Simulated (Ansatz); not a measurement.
**1T-IrSSe monolayer in a perpendicular field**

Wanted: the out-of-plane response of the 1T-IrSSe monolayer. A positive field points along +c.

Program: Ansatz 0.2.0. Level of theory: plane-wave DFT, PBE-D3(BJ), Ansatz PAW. Results are calculated unless marked as measured.

### 1. The structure

The cell holds 3 atoms: 1 Se, 1 Ir and 1 S. Its edges and angles: a = 3.456 Å, b = 3.456 Å, c = 36.408 Å, α = 90.0°, β = 90.0°, γ = 120.0°. Vacuum lies along c.

### 2. Relaxation

The starting cell is a guess, so the in-plane lattice and the atoms are relaxed first, with the slab cut off from its images along the normal.

Contents of input.yaml:

```yaml
crystal:
  lattice:
    - [3.455957, 0.0, 0.0]
    - [-1.7279785, 2.9929465564, 0.0]
    - [0.0, 0.0, 36.408456699]
  atoms:
    - { symbol: Se, position: [0.6666666667, 0.3333333333, 0.462804566] }
    - { symbol: Ir, position: [0.0, 0.0, 0.5036720142], spin: 1.0 }
    - { symbol: S, position: [0.3333333333, 0.6666666667, 0.537195434] }
  periodic: [true, true, false]
magnetization:
  spin_polarized: true
kpoints:
  mp_grid: { grid: [12, 12, 1] }
hamiltonian:
  xc: pbe
  dispersion: d3bj
scf:
  occupations: { method: fermi_dirac, width: 0.05 }
  convergence: { dr2_threshold: 1.0e-09 }
relax:
  f_tol: 0.004
  max_steps: 90
  cell: {}
output:
  write_potential: true
  write_density: true
  volumetric_format: npy
```

Started as:

```
> ansatz run input.yaml --threads 2 --pin off --max-ram 3072MiB --backend cpu --events-out ev --progress --plain --runs-dir out
```

Numbers of over 12 decimals in the logs are rounded to 6 here.

Log:

```text
Warning: relax.cell: scf.convergence.dr2_threshold = 1e-9 eV is looser than the 1.85752910745e-10 eV advised for a relaxation that steers and ends on the stress (1e-10 eV for each atom of the cell: 3, times the square of relax.cell.stress_2d_tol = 0.05 N/m over 12.7 Å (the atoms' height at the walk's start and 5 Å past either face), 3.934e-2 GPa, over a crystal's default 0.05). What an SCF threshold leaves in a stress goes as its square root, and in the free energy as the threshold itself, and one threshold admits the most on a small cell: [figures from the program's tests cut] Set scf.convergence.dr2_threshold to 1.85752910745e-10 eV or tighter. [rest of the remark cut]
Engine: ansatz 0.2.0, aarch64-unknown-linux-gnu
Pseudopotentials: kind: paw
Pseudopotential: Se, paw, valence charge 16, recommended cutoff 420 eV (normal), Se.paw.azcp
Pseudopotential: Ir, paw, valence charge 17, recommended cutoff 420 eV (normal), Ir.paw.azcp
Pseudopotential: S, paw, valence charge 6, recommended cutoff 420 eV (normal), S.paw.azcp
Functional definition: PBE
  parameter kappa = 0.804
  parameter beta = 0.066725
  exchange = pbe_x(kappa = kappa, mu = beta*pi^2/3)
  correlation = pbe_c(beta = beta)
Crystal: 3 atoms, lattice volume = 376.591 Å³
Basis set: ecut = 420 eV, 7303 PW (Γ), exchange–correlation on 48×48×500 points (8 copies of the dense FFT grid, shifted against one another)
Bands: 24, of which v1, the nominal top of the filled ones, is band 20 counted from 1 (19 counted from 0)
Symmetry: 6 space group operations
Space group: P3m1 (ITA 156), of the structure as read, at distance tolerance 7.2e-5 Å
Magnetic group: BNS 156.49 (UNI 1279), of the structure as read, at distance tolerance 7.2e-5 Å
k-points: 19 of 144 (time reversal used)
Non-local potential: Se, projectors of the file, l = 0: 2, l = 1: 2, l = 2: 3, l = 3: 1
Non-local potential: Ir, projectors of the file, l = 0: 3, l = 1: 2, l = 2: 2, l = 3: 1
Non-local potential: S, projectors of the file, l = 0: 2, l = 1: 2, l = 2: 2
PAW form: soft (Blöchl's): semilocal exchange-correlation on the pseudo side does not see the compensation charge
PAW one-centre angular grid: Se, 590 points (default); XC on 64 Gauss nodes
PAW one-centre angular grid: Ir, 590 points (default); XC on 64 Gauss nodes
PAW one-centre angular grid: S, 110 points (default); XC on 64 Gauss nodes
Initial density: superposition of atomic densities (neutral atoms: chi_scale 0, normalization atom)
Starting moments: Σ|m| = 1 μB on 1 of 3 sites
Initial wavefunctions: pseudopotential atomic-orbital guess
Functional: x = pbe(κ = 0.804, μ = 0.219515), c = pbe(β = 0.066725)
iter 1 solved again at ethr=2.03e-3 eV; its pass at ethr=3.10e-3 eV (dr2=7.93e-1 eV) is discarded
SCF iter   1: F=—  HF=-18307.480130 eV  |F-HF|=—  |Δ(HF+E_count)|=         —  Δρ=1.13e-2 (↑1.13e-2 ↓7.71e-3)  dr2=8.00e-1  dr2_m=3.40e-2  M=0.916 μB ∫|m|=0.923 μB  β_m=0.30  ethr=2.03e-3  ⟨swp⟩=1.2  Hψ=8702  notcnv=0
Mixer restart at iter 1: flushing history
preconditioner: auto → LDOS  [metal: Δε(μ)=0.038 eV  Ē_g=9.272 eV  σ=0.050 eV  W_gap=0.18  n_scr=20 (ndim 8)  ℏωp=8.8 eV  f_vac=0.816  D(μ)=3.08/eV (n_scr^D=14)]
spin=Collinear: LDOS preconditioning applied to the charge; magnetization (m = ρ↑ − ρ↓) channel mixes plain (no charge-response kernel on spin).
SCF iter   2: F=—  HF=-18307.611125 eV  |F-HF|=—  |Δ(HF+E_count)|=   1.31e-1  Δρ=8.17e-3 (↑8.17e-3 ↓5.46e-3)  dr2=4.38e-1  dr2_m=2.34e-2  M=0.890 μB ∫|m|=0.898 μB  β_m=0.62  ethr=2.03e-3  ⟨swp⟩=3.1  Hψ=1242  notcnv=0
SCF iter   3: F=—  HF=-18307.796058 eV  |F-HF|=—  |Δ(HF+E_count)|=   1.85e-1  Δρ=2.04e-3 (↑2.04e-3 ↓1.39e-3)  dr2=3.18e-2  dr2_m=8.30e-3  M=0.744 μB ∫|m|=0.756 μB  β_m=0.81  ethr=1.12e-3  ⟨swp⟩=4.8  Hψ=1942  notcnv=0
SCF iter   4: F=—  HF=-18307.840163 eV  |F-HF|=—  |Δ(HF+E_count)|=         —  Δρ=2.42e-3 (↑2.30e-3 ↓2.42e-3)  dr2=4.98e-3  dr2_m=1.86e-2  M=0.374 μB ∫|m|=0.387 μB  β_m=0.81  ethr=8.15e-5  ⟨swp⟩=3.5  Hψ=2310  notcnv=0
SCF iter   5: F=—  HF=-18307.840018 eV  |F-HF|=—  |Δ(HF+E_count)|=   1.45e-4  Δρ=1.15e-3 (↑1.14e-3 ↓1.15e-3)  dr2=7.21e-4  dr2_m=4.36e-3  M=0.259 μB ∫|m|=0.268 μB  β_m=0.91  ethr=1.28e-5  ⟨swp⟩=2.9  Hψ=2032  notcnv=0
SCF iter   6: F=—  HF=-18307.840819 eV  |F-HF|=—  |Δ(HF+E_count)|=   8.02e-4  Δρ=4.56e-4 (↑4.56e-4 ↓4.41e-4)  dr2=7.29e-4  dr2_m=6.03e-4  M=0.119 μB ∫|m|=0.124 μB  β_m=0.95  ethr=1.85e-6  ⟨swp⟩=3.4  Hψ=2320  notcnv=0
SCF iter   7: F=—  HF=-18307.840867 eV  |F-HF|=—  |Δ(HF+E_count)|=   4.84e-5  Δρ=2.25e-4 (↑2.15e-4 ↓2.25e-4)  dr2=1.65e-4  dr2_m=1.40e-4  M=0.059 μB ∫|m|=0.062 μB  β_m=0.93  ethr=1.85e-6  ⟨swp⟩=2.8  Hψ=2009  notcnv=0
SCF iter   8: F=—  HF=-18307.840853 eV  |F-HF|=—  |Δ(HF+E_count)|=   1.41e-5  Δρ=9.86e-5 (↑9.86e-5 ↓8.81e-5)  dr2=2.93e-5  dr2_m=2.54e-5  M=0.023 μB ∫|m|=0.024 μB  β_m=0.97  ethr=4.24e-7  ⟨swp⟩=3.1  Hψ=2109  notcnv=0
SCF iter   9: F=—  HF=-18307.840871 eV  |F-HF|=—  |Δ(HF+E_count)|=   1.78e-5  Δρ=2.96e-5 (↑2.96e-5 ↓2.25e-5)  dr2=5.28e-6  dr2_m=1.50e-6  M=0.006 μB ∫|m|=0.006 μB  β_m=0.96  ethr=7.51e-8  ⟨swp⟩=3.2  Hψ=2160  notcnv=0
SCF iter  10: F=—  HF=-18307.840875 eV  |F-HF|=—  |Δ(HF+E_count)|=   4.23e-6  Δρ=1.02e-5 (↑1.02e-5 ↓7.75e-6)  dr2=1.77e-6  dr2_m=1.10e-7  M=0.001 μB ∫|m|=0.001 μB  β_m=0.82  ethr=1.35e-8  ⟨swp⟩=3.2  Hψ=2039  notcnv=0
SCF iter  11: F=—  HF=-18307.840876 eV  |F-HF|=—  |Δ(HF+E_count)|=   4.45e-7  Δρ=3.09e-6 (↑3.09e-6 ↓2.60e-6)  dr2=2.20e-7  dr2_m=1.01e-8  M=0.000 μB ∫|m|=0.000 μB  β_m=0.84  ethr=4.53e-9  ⟨swp⟩=2.9  Hψ=1807  notcnv=0
SCF iter  12: F=—  HF=-18307.840876 eV  |F-HF|=—  |Δ(HF+E_count)|=   1.15e-7  Δρ=8.26e-7 (↑6.45e-7 ↓8.26e-7)  dr2=1.16e-8  dr2_m=1.00e-9  M=-0.000 μB ∫|m|=0.000 μB  β_m=0.79  ethr=5.65e-10  ⟨swp⟩=3.4  Hψ=2015  notcnv=0
SCF iter  13: F=—  HF=-18307.840876 eV  |F-HF|=—  |Δ(HF+E_count)|=   3.45e-8  Δρ=3.08e-7 (↑3.08e-7 ↓2.66e-7)  dr2=2.78e-9  dr2_m=3.90e-11  M=-0.000 μB ∫|m|=0.000 μB  β_m=0.79  ethr=2.97e-11  ⟨swp⟩=3.1  Hψ=1959  notcnv=0
SCF iter  14: F=-18307.840876 eV  HF=-18307.840876 eV  |F-HF|=4.99e-9  |Δ(HF+E_count)|=   4.15e-9  Δρ=1.31e-7 (↑1.31e-7 ↓1.09e-7)  dr2=5.60e-10  dr2_m=3.39e-12  M=0.000 μB ∫|m|=0.000 μB  ethr=2.56e-12  ⟨swp⟩=8.6  Hψ=6880  notcnv=0
[...]
Basis set: ecut = 420 eV, 7837 PW (Γ), exchange–correlation on 50×50×500 points (8 copies of the dense FFT grid, shifted against one another)
Initial wavefunctions: pseudopotential atomic-orbital guess (no wavefunctions were taken with the density)
iter 1 solved again at ethr=4.83e-7 eV; its pass at ethr=3.10e-3 eV (dr2=1.88e-4 eV) is discarded
SCF iter   1: F=—  HF=-18307.951870 eV  |F-HF|=—  |Δ(HF+E_count)|=         —  Δρ=1.46e-4 (↑1.46e-4 ↓1.46e-4)  dr2=1.09e-5  dr2_m=3.91e-12  M=-0.000 μB ∫|m|=0.000 μB  β_m=0.65  ethr=4.83e-7  ⟨swp⟩=5.1  Hψ=10528  notcnv=0
preconditioner: auto → Resta (q_TF=auto, 1.845 Å⁻¹)  ε∞=1.9  [insulator: Δε(μ)=0.136 eV  Ē_g=8.900 eV  σ=0.050 eV  W_gap=0.59  n_scr=20 (ndim 8)  ℏωp=8.4 eV  f_vac=0.826  D(μ)=2.32/eV (n_scr^D=10)  ε∞_Penn≈1.9  vacuum switching on, ρ_ref=5.7e-3 e/Å³]
spin=Collinear: Resta preconditioning applied to the charge; magnetization (m = ρ↑ − ρ↓) channel mixes plain (no charge-response kernel on spin).
SCF iter   2: F=—  HF=-18307.960663 eV  |F-HF|=—  |Δ(HF+E_count)|=   8.79e-3  Δρ=5.15e-5 (↑5.15e-5 ↓5.15e-5)  dr2=2.03e-6  dr2_m=1.69e-12  M=-0.000 μB ∫|m|=0.000 μB  β_m=0.55  ethr=2.79e-8  ⟨swp⟩=4.3  Hψ=2424  notcnv=0
SCF iter   3: F=—  HF=-18307.962250 eV  |F-HF|=—  |Δ(HF+E_count)|=   1.59e-3  Δρ=2.43e-5 (↑2.43e-5 ↓2.43e-5)  dr2=5.64e-7  dr2_m=8.34e-13  M=-0.000 μB ∫|m|=0.000 μB  β_m=0.76  ethr=5.20e-9  ⟨swp⟩=3.5  Hψ=1874  notcnv=0
SCF iter   4: F=—  HF=-18307.962882 eV  |F-HF|=—  |Δ(HF+E_count)|=   6.32e-4  Δρ=4.61e-6 (↑4.61e-6 ↓4.61e-6)  dr2=2.35e-6  dr2_m=1.83e-13  M=-0.000 μB ∫|m|=0.000 μB  β_m=0.57  ethr=1.45e-9  ⟨swp⟩=3.5  Hψ=1866  notcnv=0  recentre
SCF iter   5: F=—  HF=-18307.962892 eV  |F-HF|=—  |Δ(HF+E_count)|=   9.81e-6  Δρ=2.32e-6 (↑2.32e-6 ↓2.32e-6)  dr2=4.31e-7  dr2_m=1.35e-13  M=-0.000 μB ∫|m|=0.000 μB  β_m=0.49  ethr=1.45e-9  ⟨swp⟩=2.4  Hψ=1289  notcnv=0
SCF iter   6: F=—  HF=-18307.962903 eV  |F-HF|=—  |Δ(HF+E_count)|=   1.11e-5  Δρ=3.56e-7 (↑3.54e-7 ↓3.56e-7)  dr2=3.64e-9  dr2_m=1.12e-13  M=-0.000 μB ∫|m|=0.000 μB  β_m=0.61  ethr=1.11e-9  ⟨swp⟩=2.0  Hψ=1075  notcnv=0
SCF iter   7: F=—  HF=-18307.962922 eV  |F-HF|=—  |Δ(HF+E_count)|=   1.90e-5  Δρ=3.11e-7 (↑3.08e-7 ↓3.11e-7)  dr2=7.63e-9  dr2_m=3.97e-14  M=-0.000 μB ∫|m|=0.000 μB  β_m=0.61  ethr=9.34e-12  ⟨swp⟩=5.2  Hψ=2722  notcnv=0
SCF iter   8: F=—  HF=-18307.962922 eV  |F-HF|=—  |Δ(HF+E_count)|=   2.62e-8  Δρ=2.05e-7 (↑2.03e-7 ↓2.05e-7)  dr2=2.51e-9  dr2_m=2.29e-14  M=-0.000 μB ∫|m|=0.000 μB  β_m=0.81  ethr=9.34e-12  ⟨swp⟩=2.3  Hψ=1179  notcnv=0
iter 9 met the thresholds in force, and the SCF goes on: an eigenvalue changes by 0.28 meV, over its tolerance of 0.05 meV (output.eigenvalues, Limitations)
SCF iter   9: F=-18307.962922 eV  HF=-18307.962922 eV  |F-HF|=3.92e-9  |Δ(HF+E_count)|=   6.04e-8  Δρ=4.89e-8 (↑4.89e-8 ↓4.85e-8)  dr2=1.23e-10  dr2_m=6.20e-15  M=-0.000 μB ∫|m|=0.000 μB  β_m=0.85  ethr=2.56e-12  ⟨swp⟩=13.7  Hψ=7675  notcnv=0
SCF iter  10: F=-18307.962922 eV  HF=-18307.962922 eV  |F-HF|=1.06e-10  |Δ(HF+E_count)|=   3.82e-9  Δρ=1.64e-8 (↑1.63e-8 ↓1.64e-8)  dr2=1.44e-11  dr2_m=4.61e-16  M=-0.000 μB ∫|m|=0.000 μB  ethr=1.00e-12  ⟨swp⟩=6.6  Hψ=5160  notcnv=0
the starting moments were not kept: the SCF closed with an absolute magnetisation of 4.0e-8 μB, where they sum to 1 μB in size (1 site). That is at most 0.1 of that sum. Measured as dr2_m measures the in/out step, that magnetisation stands 2.3e-16 eV from none, at or under the dr2_threshold of 1.0e-9 eV: it is no larger than a step whose dr2_m would equal this threshold.
SCF 7 converged in 10 iterations: F = -18307.962922 eV  dr2 = 1.44e-11
relax step   7: F+E_penalty+E_count = -18307.96292210 eV  Δ(F+E_penalty+E_count) = -7.613e-4 eV  max|allowed force component| = 5.567e-4 eV/Å  Δτ_max = 0.0000 Å  P = +0.001 N/m  Ω = 408.126 Å³  fix = [c, alpha, beta]  reactions: c +0.000 N/m  stress off target by 8.53e-4 N/m on what of the cell is left free  SCF on the basis re-selected at this cell (its energy is not comparable with the rows above)  (10 SCF iters)
basis re-selected at this cell: Δ(F+E_penalty+E_count) = -7.613e-4 eV, ΔP = +0.002 N/m vs the last step (what re-selecting the basis moved, of the pressure what is left beyond the Pulay correction that the steps carried, after the strain that the cell walked since its last selection, with what the two solves' SCF thresholds leave and, on support functions, any second-order correction that the steps lacked; it is no measure of the basis error at this ecutwfc). The dense FFT grid was sized anew with the basis: this SCF ran on 25×25×250 points, the steps before it on 24×24×250, so part of this shift can come from that change (see relax.cell in the input reference). [rest of the remark cut]
SCF converged after 10 iterations
an eigenvalue changed by more than its tolerance at an iteration that met the thresholds in force, so the SCF went on 1 time: the last check found none over its tolerance
Magnetization: -0.0000 μB (19.5000 up, 19.5000 down)
Absolute magnetization: 0.0000 μB (∫|ρ↑−ρ↓|, with the PAW one-centre terms)
Spin contamination: 0.0000 ħ² per cell (⟨S²⟩ above its minimum at these occupations)
Per-site moments (μB) at R_I (Å): [(-7.884254397790554e-9, 1.045089), (-1.2846682549505073e-8, 0.962080), (-4.705651554459764e-9, 0.962080)]
Free energy (F): -18307.962922 eV
Harris-Foulkes:  -18307.962922 eV  (|F-HF|=1.06e-10)
Internal energy: -18307.942021 eV  (E = F + TS)
E sigma→0 (E₀):  -18307.952471 eV
Entropy (-TS):   -0.020901 eV (-6.967 meV/atom)
Fermi energy:    -5.390620 eV
--- Per-component energies (eV) ---
  E_band       = -1269.839961
  E_kinetic    = 848.394806
  E_local      = -101162.745488  (includes V_loc(G=0)·N_el)
  E_nonlocal   = -493.277583
  E_hartree    = 50020.854460
  E_xc         = -468.406842
  E_vxc        = -484.510531  (∫ρ·V_xc dr)
  E_paw        = -11735.875486  (= ΣΔE_a)
  E_vpaw       = -19.410118  (= ΣTr[D̂ρ^β])
  E_aug_tail   = -0.000521  (compensation charges beyond the density's cutoff)
  E_ewald      = 44683.947845
  E_disp       = -0.833211  (pairwise vdW)
  E_smearing   = -0.020901  (= −TS)
  E_closure    = -0.000000  (closes the sum)
  Σ components = -18307.962922   (vs F -18307.962922, Δ=0.00e0)
--- Forces (eV/Å), atoms counted from 1 ---
  atom   1  Se     0.00000000     0.00000000     0.00055696
  atom   2  Ir    -0.00000000     0.00000000    -0.00029116
  atom   3  S     -0.00000000    -0.00000000    -0.00026492
  max |Σ_I F_I| component: 8.87e-7 eV/Å
--- 2D stress c σ (N/m, compression-positive) ---
        0.000853       0.000000       0.000000
       -0.000000       0.000853       0.000000
        0.000000       0.000000       0.000000
  P = ½ c Tr σ = 0.0009 N/m
--- Band table (eV; the first three rows and the last of 38) ---
  k-point 0 ↑: bands = [... 16 lower, -6.8981, -5.7212, -5.7212, -5.6687, -1.8392, -1.8392, -0.8909, -0.4194]
  k-point 1 ↑: bands = [... 16 lower, -6.8450, -6.2697, -5.6282, -5.1905, -2.3706, -1.9829, -0.6806, -0.2901]
  k-point 2 ↑: bands = [... 16 lower, -7.0290, -6.2720, -5.5066, -4.9988, -3.1791, -2.2529, -0.2141, 0.0317]
  k-point 18 ↓: bands = [... 16 lower, -8.3672, -7.0655, -6.1615, -5.4782, -3.6225, -2.5949, 1.0786, 2.5845]
  the weakly bound empty levels are not read free of the cell's end (no_gap_told)
--- Relaxed structure (6 steps of the walk, 6 accepted, 1 SCFs on fresh bases) ---
  F+E_penalty+E_count = -18307.96292210 eV   max|allowed force component| = 5.567e-4 eV/Å   (the final SCF, on the basis selected at the relaxed cell)
  cell:  # Å, volume = 408.1256 Å³
    - [3.597746, 0, 0]
    - [-1.798873, 3.115739, 0]
    - [0, 0, 36.408456699]
  atoms:
    - { symbol: Se, position: [0.666667, 0.333333, 0.464951] }
    - { symbol: Ir, position: [2.524956267567745e-19, 5.049912535135492e-19, 0.504794] }
    - { symbol: S, position: [0.333333, 0.666667, 0.533927] }
```

Wall time 2.6 min (2 threads of Arm Neoverse V1, shared host); peak memory 0.81 GiB.

Relaxation path:

```tsv
step	energy less that of the first step (eV)	largest force component (eV/Å)	volume (Å³)
1	0.0000	0.8204	376.59
2	-0.1079	0.3214	399.24
3	-0.1195	0.1513	410.06
4	-0.1213	0.0116	407.86
5	-0.1213	0.0074	408.03
6	-0.1213	0.0006	408.13
7*	-0.1220	0.0006	408.13
```

Relaxation steps marked * repeat the geometry before them on a plane-wave basis chosen anew for their cell, so energy and pressure can jump there.

Forces are held to the 6 operations that the run works with; a distortion that breaks them can't arise in this run.

```tsv
cell as run	before	after	change
a (Å)	3.456	3.598	+4.1 %
b (Å)	3.456	3.598	+4.1 %
```

The atoms that moved most (Å, along periodic axes as changes of fractional coordinates times the final cell, across vacuum about the mean position):

```tsv
atom	dx	dy	dz	length
S3	0.000	0.000	-0.119	0.119
Se1	0.000	0.000	0.078	0.078
Ir2	0.000	0.000	0.041	0.041
```

Final coordinates:

```xyz
3
Lattice="3.5977 0.0000 0.0000 -1.7989 3.1157 0.0000 0.0000 0.0000 36.4085" Properties=species:S:1:pos:R:3
Se    1.7989    1.0386   16.9281
Ir    0.0000    0.0000   18.3788
S     0.0000    2.0772   19.4395
```

Numbers from this step:

| Property | Result |
| --- | --- |
| energy at zero smearing | -18307.9525 eV |

The lattice constant a goes from 3.456 to 3.598 Å.

(Part 1 of 2 ends here.)

[Logs are printed without paths, hosts, clocks, repeated set-up lines and the standing remarks that a program may print on its own settings, such as how far it seeks lower states.]

[Hosts, paths, dates, database ids (printed as entryN), source tags and the programs' standing remarks are cut or masked in the printed files.]

[Maps of the electrostatic potential energy from Ansatz leave out the sawtooth potential of an applied field or a dipole correction, so their vacuum need not be flat; planar profiles and work functions include it.]
